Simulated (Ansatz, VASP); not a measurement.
Fe: VASP beside Ansatz

The input INCAR:

```
  PREC = Accurate
  ENCUT = 520
  EDIFF = 1E-8
  ISMEAR = -1
  SIGMA = 0.05
  LREAL = F
  LASPH = T
  NELM = 150
  ALGO = Normal
  ISIF = 2
  LWAVE = F
  LCHARG = F
  ISPIN = 2
  MAGMOM = 3
  LORBIT = 11
  LMAXMIX = 4
  GGA = PE
  LEFG = T
  NBANDS = 14
```

File KPOINTS:

```
Automatic mesh
0
Gamma
  18 18 18
```

The input POSCAR:

```
Fe
1.0
    0.0000000000      1.7754728505      1.7754728505
    1.7754728505      0.0000000000      1.7754728505
    1.7754728505      1.7754728505      0.0000000000
Fe
1
Direct
    0.0000000000      0.0000000000      0.0000000000
```

Input for Ansatz:

```yaml
crystal:
  lattice:
    - [0.0, 1.7754728505, 1.7754728505]
    - [1.7754728505, 0.0, 1.7754728505]
    - [1.7754728505, 1.7754728505, 0.0]
  atoms:
    - { symbol: Fe, position: [0.0, 0.0, 0.0], spin: 3.0 }
magnetization:
  spin_polarized: true
kpoints:
  mp_grid: { grid: [18, 18, 18] }
scf:
  occupations: { method: fermi_dirac, width: 0.05 }
hamiltonian:
  xc: pbe
  pseudopotentials: { kind: paw }
output:
  forces: true
  stress: true
  eigenvalues: true
  efg: { contact_densities: true }
```

Change from the starting cell: volume scaled by 1.06, PAW files.

Alike in both runs: task electric field gradients; functional PBE; k mesh 18 × 18 × 18; occupations fermi-dirac, width 0.05 eV; collinear spin.

|  | VASP | Ansatz |
| --- | --- | --- |
| version | VASP 6.6.1 | Ansatz 0.2.0 |
| potentials or method | VASP PAW PBE potentials, release 64 (Fe) | PAW with Ansatz's default frozen-core files, scalar-relativistic |
| plane-wave cutoff (eV) | 520 | 420 |
| valence electrons in the cell | 8 | 16 |

VASP gave:

| Item | Value |
| --- | --- |
| pressure (GPa) | -9.9 |
| net moment per atom (μB) | 1.33 |
| size of the moment on the site where the two differ most (μB) | 1.32 |
| Vzz of the field gradient on the site that differs most (V/Å²) | 0.0 |

Task: Which values does Ansatz return?

Result: Pressure (GPa): -10.6; net moment per atom (μB): 1.26; size of the moment on the site where the two differ most (μB): 1.28; Vzz of the field gradient on the site that differs most (V/Å²): 0.0.

Site moments also hang on the region over which each program counts them. The two sets of potentials don't hold the same shells in valence.
